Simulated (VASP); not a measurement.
# PbS (Fm-3m) in VASP: Born charges and dielectric tensor with PBEsol

Aim: the Born charges and dielectric tensor of PbS with PBEsol.

All numbers are computed with VASP 6.6.1; they aren't measurements. Logs are shortened: lines on timing, memory, paths and dates and some standing lists are left out, and cuts for length are marked.

**Experimental background.**

From a printed reference work, monograph, for a bulk crystal of PbS at 300 K: high-frequency dielectric constant 17.2.

How close the calculation comes is told below.

### Step 1. The structure

The structure is cubic, space group Fm-3m (No. 225). The conventional cell has a = 5.902 Å, b = 5.902 Å, c = 5.902 Å, α = 90.00°, β = 90.00°, γ = 90.00°. Pb (site symmetry m-3m) is surrounded by 6 S at 2.95 Å. Around S (site symmetry m-3m) lie 6 Pb at 2.95 Å.

### Step 2. Born charges and dielectric tensor, PBEsol

INCAR reads:

```
SYSTEM = PbS
  ALGO = Normal
  EDIFF = 1E-8
  ENCUT = 520
  GGA = PS
  IBRION = 8
  ISIF = 2
  ISMEAR = 0
  LASPH = .True.
  LCHARG = .False.
  LEPSILON = .True.
  LREAL = .False.
  LWAVE = .False.
  NELM = 100
  NSW = 1
  PREC = Accurate
  SIGMA = 0.02
```

KPOINTS reads:

```
k-points
0
Gamma
  10 10 10
  0 0 0
```

POSCAR reads:

```
PbS                                     
1.0
    0.0000000000      2.9508915599      2.9508915599
    2.9508915599      0.0000000000      2.9508915599
    2.9508915599      2.9508915599      0.0000000000
  Pb              S             
     1     1
Direct
     0.0000000000000000    0.0000000000000000    0.0000000000000000
     0.5000000000000000    0.5000000000000000    0.5000000000000000
```

Potentials or basis: VASP PAW PBE potentials, release 64 (Pb_d, S).

Launch:

```bash
$ cat potpaw_PBE.64/Pb_d/POTCAR potpaw_PBE.64/S/POTCAR > POTCAR
$ mpirun -np 1 vasp_std > vasp.out
```

OUTCAR:

```text
SYSTEM = PbS
   EDIFF = 1E-8
   ENCUT = 520
   GGA = PS
   IBRION = 8
   ISIF = 2
   ISMEAR = 0
   LASPH = .True.
   LEPSILON = .True.
   LREAL = .False.
   NELM = 100
   NSW = 1
   PREC = Accurate

 ion  position               nearest neighbor table
   1  0.000  0.000  0.000-   2 2.95   2 2.95   2 2.95   2 2.95   2 2.95   2 2.95
   2  0.500  0.500  0.500-   1 2.95   1 2.95   1 2.95   1 2.95   1 2.95   1 2.95

  LATTYP: Found a face centered cubic cell.
 ALAT       =     5.9017831198

  Lattice vectors:

 A1 = (   0.0000000000,   2.9508915599,   2.9508915599)
 A2 = (   2.9508915599,   0.0000000000,   2.9508915599)
 A3 = (   2.9508915599,   2.9508915599,   0.0000000000)

Analysis of symmetry for initial positions (statically):
=====================================================================
 Subroutine PRICEL returns:
 Original cell was already a primitive cell.

 Routine SETGRP: Setting up the symmetry group for a
 face centered cubic supercell.

 Subroutine GETGRP returns: Found 48 space group operations
 (whereof 48 operations were pure point group operations)
 out of a pool of 48 trial point group operations.

The static configuration has the point symmetry O_h .

Analysis of symmetry for dynamics (positions and initial velocities):
=====================================================================
 Subroutine PRICEL returns:
 Original cell was already a primitive cell.

 Routine SETGRP: Setting up the symmetry group for a
 face centered cubic supercell.

 Subroutine GETGRP returns: Found 48 space group operations
 (whereof 48 operations were pure point group operations)
 out of a pool of 48 trial point group operations.

The dynamic configuration has the point symmetry O_h .

 Subroutine INISYM returns: Found 48 space group operations
 (whereof 48 operations are pure point group operations),
 and found     1 'primitive' translations

----------------------------------------------------------------------------------------

                                     Primitive cell

  volume of cell :      51.3913

  direct lattice vectors                    reciprocal lattice vectors
     0.000000000  2.950891560  2.950891560    -0.169440317  0.169440317  0.169440317
     2.950891560  0.000000000  2.950891560     0.169440317 -0.169440317  0.169440317
     2.950891560  2.950891560  0.000000000     0.169440317  0.169440317 -0.169440317

  length of vectors
     4.173190865  4.173190865  4.173190865     0.293479237  0.293479237  0.293479237

  position of ions in fractional coordinates (direct lattice)
     0.000000000  0.000000000  0.000000000
     0.500000000  0.500000000  0.500000000

  ion indices of the primitive-cell ions
   primitive index   ion index
                 1           1
                 2           2

----------------------------------------------------------------------------------------

 KPOINTS: k-points

Automatic generation of k-mesh.
 Grid dimensions read from file:
 generate k-points for:   10   10   10

 Generating k-lattice:

  Cartesian coordinates                     Fractional coordinates (reciprocal lattice)
[... 558 lines left out ...]
  ---------------------------------------------------
  free energy    TOTEN  =        -5.79605465 eV

  energy without entropy =       -5.79605465

------------------------ aborting loop because EDIFF is reached ----------------------------------------

--------------------------------------- Ionic step        2  -------------------------------------------

------------------------ aborting loop because EDIFF is reached ----------------------------------------

--------------------------------------- Ionic step        3  -------------------------------------------

------------------------ aborting loop because EDIFF is reached ----------------------------------------

 PIEZOELECTRIC TENSOR FIELD DIRECTION 3  (e Angst)
 -----------------------------------------------------------------------------
     0.00303  0.00000  0.00000           (  0.00001  0.00000  0.00000)
     0.00000  0.00303  0.00000           (  0.00000  0.00001  0.00000)
     0.00000  0.00000 -0.00158           (  0.00000  0.00000  0.00002)

 PIEZOELECTRIC TENSOR FIELD DIRECTION 3  (C/m^2)
 -----------------------------------------------------------------------------
     0.00094  0.00000  0.00000
     0.00000  0.00094  0.00000
     0.00000  0.00000 -0.00049

--------------------------------------- Ionic step        4  -------------------------------------------

------------------------ aborting loop because EDIFF is reached ----------------------------------------

[... ionic steps 5 to 6 ...]

--------------------------------------- Ionic step        7  -------------------------------------------

 Free energy of the ion-electron system (eV)
  ---------------------------------------------------
  ---------------------------------------------------
  free energy    TOTEN  =        -0.10743525 eV

  energy without entropy =       -0.10743525

------------------------ aborting loop because EDIFF is reached ----------------------------------------

 INTERNAL STRAIN TENSOR  FOR ION    2  DIRECTION 1   (eV/Angst):
 -----------------------------------------------------------------------------
    -0.00770  0.00000  0.00000
    -0.00000  0.00684 -0.00000
     0.00000 -0.00000  0.00684

 MACROSCOPIC STATIC DIELECTRIC TENSOR (including local field effects in DFT)
 ------------------------------------------------------
          40.597656     0.000000     0.000000
           0.000000    40.597656     0.000000
          -0.000000    -0.000000    40.597656
 ------------------------------------------------------

 PIEZOELECTRIC TENSOR (including local field effects)  for field in x, y, z        (e  Angst)
          XX          YY          ZZ          XY          YZ          ZX
  --------------------------------------------------------------------------------
  x     0.00000     0.00000     0.00000     0.00000     0.00000     0.00000
  y     0.00000     0.00000     0.00000     0.00000     0.00000     0.00000
  z     0.00000     0.00000     0.00000     0.00000     0.00000     0.00000

 PIEZOELECTRIC TENSOR (including local field effects)  for field in x, y, z        (C/m^2)
          XX          YY          ZZ          XY          YZ          ZX
  --------------------------------------------------------------------------------
  x     0.00000     0.00000     0.00000     0.00000     0.00000     0.00000
  y     0.00000     0.00000     0.00000     0.00000     0.00000     0.00000
  z     0.00000     0.00000     0.00000     0.00000     0.00000     0.00000

 BORN EFFECTIVE CHARGES (including local field effects) (in |e|, cummulative output)
 ---------------------------------------------------------------------------------
 ion    1
    1     3.51593     0.00000     0.00000
    2     0.00000     3.51593     0.00000
    3     0.00000     0.00000     3.51593
 ion    2
    1    -3.51593     0.00000     0.00000
    2     0.00000    -3.51593     0.00000
    3     0.00000     0.00000    -3.51593

 INTERNAL STRAIN TENSOR FOR ION    2 for displacements in x,y,z  (eV/Angst):
          X           Y           Z          XY          YZ          ZX
  --------------------------------------------------------------------------------
  x     0.00000     0.00000     0.00000     0.00000     0.00000     0.00000
  y     0.00000     0.00000     0.00000     0.00000     0.00000     0.00000
  z     0.00000     0.00000     0.00000     0.00000     0.00000     0.00000

 SECOND DERIVATIVES (NOT SYMMETRIZED)
 ------------------------------------
               1X          1Y          1Z          2X          2Y          2Z
  1X    -0.440713    0.000000    0.000000    0.440713    0.000000    0.000000
  1Y     0.000000   -0.440713    0.000000    0.000000    0.440713    0.000000
  1Z     0.000000    0.000000   -0.440713    0.000000    0.000000    0.440713
  2X     0.439100    0.000000    0.000000   -0.439100    0.000000    0.000000
  2Y     0.000000    0.439100    0.000000    0.000000   -0.439100    0.000000
  2Z     0.000000    0.000000    0.439100    0.000000    0.000000   -0.439100

 Eigenvectors and eigenvalues of the dynamical matrix
 ----------------------------------------------------

   1 f  =    1.966357 THz    12.354987 2PiTHz   65.590618 cm-1     8.132197 meV
             X         Y         Z           dx          dy          dz
      0.000000  0.000000  0.000000     0.000000    0.366667    0.000000
      2.950892  2.950892  2.950892     0.000000   -0.930352    0.000000
[... 21 lines left out ...]
   6 f/i=    0.001230 THz     0.007728 2PiTHz    0.041029 cm-1     0.005087 meV
             X         Y         Z           dx          dy          dz
      0.000000  0.000000  0.000000     0.000000   -0.930352    0.000000
      2.950892  2.950892  2.950892     0.000000   -0.366667    0.000000

--------------------------------------------------------------------------------------------------------

 MACROSCOPIC STATIC DIELECTRIC TENSOR IONIC CONTRIBUTION
 ------------------------------------------------------
          98.945304    -0.000000    -0.000000
          -0.000000    98.945304    -0.000000
          -0.000000    -0.000000    98.945304
 ------------------------------------------------------

 ELASTIC MODULI CONTR FROM IONIC RELAXATION (kBar)
 Direction    XX          YY          ZZ          XY          YZ          ZX
 --------------------------------------------------------------------------------
 XX           0.0000      0.0000      0.0000      0.0000      0.0000      0.0000
 YY           0.0000      0.0000      0.0000      0.0000      0.0000      0.0000
 ZZ           0.0000      0.0000      0.0000      0.0000      0.0000      0.0000
 XY           0.0000      0.0000      0.0000      0.0000      0.0000      0.0000
 YZ           0.0000      0.0000      0.0000      0.0000      0.0000      0.0000
 ZX           0.0000      0.0000      0.0000      0.0000      0.0000      0.0000
 --------------------------------------------------------------------------------

 PIEZOELECTRIC TENSOR IONIC CONTR  for field in x, y, z        (C/m^2)
          XX          YY          ZZ          XY          YZ          ZX
  --------------------------------------------------------------------------------
  x     0.00000     0.00000     0.00000     0.00000     0.00000     0.00000
  y     0.00000     0.00000     0.00000     0.00000     0.00000     0.00000
  z     0.00000     0.00000     0.00000     0.00000     0.00000     0.00000
```

Wall time 5.9 min (1 thread of Intel Xeon Platinum 8488C (Sapphire Rapids), shared host); peak memory 0.35 GiB.

Results:

| Item | Value |
| --- | --- |
| Band gap on the k mesh | 0.20 eV, direct |
| Electronic dielectric tensor (diagonal) | 40.60 |
| Born charges (mean of the diagonal) | Pb +3.52; S -3.52 e |
| Highest phonon frequency at Γ, LO-TO splitting left out | 66 cm⁻¹ |

Phonon frequencies in cm⁻¹ (negative: imaginary):
| q point | frequencies |
| --- | --- |
| (0.000, 0.000, 0.000) | 0 0 0 66 66 66 |

Electronic dielectric tensor:
```
40.60  0.00  0.00
 0.00 40.60  0.00
 0.00  0.00 40.60
```

Born effective charge tensors (e):
atom 1, Pb
```
3.52 0.00 0.00
0.00 3.52 0.00
0.00 0.00 3.52
```
atom 2, S
```
-3.52  0.00  0.00
 0.00 -3.52  0.00
 0.00  0.00 -3.52
```

Caveat: the gap is small at this level, which inflates the dielectric constant; spin-orbit coupling is left out, which as a rule narrows the gap of such compounds by several tenths of an eV.

### Step 3. How close it comes

Step 2. Against the measured high-frequency dielectric constant of PbS, 17.2 (300 K; a printed reference work, monograph), the calculated 40.60 is off by +136.0 %. So large a miss can be the level of theory's own, or it may mean another phase, state or a wrong row.
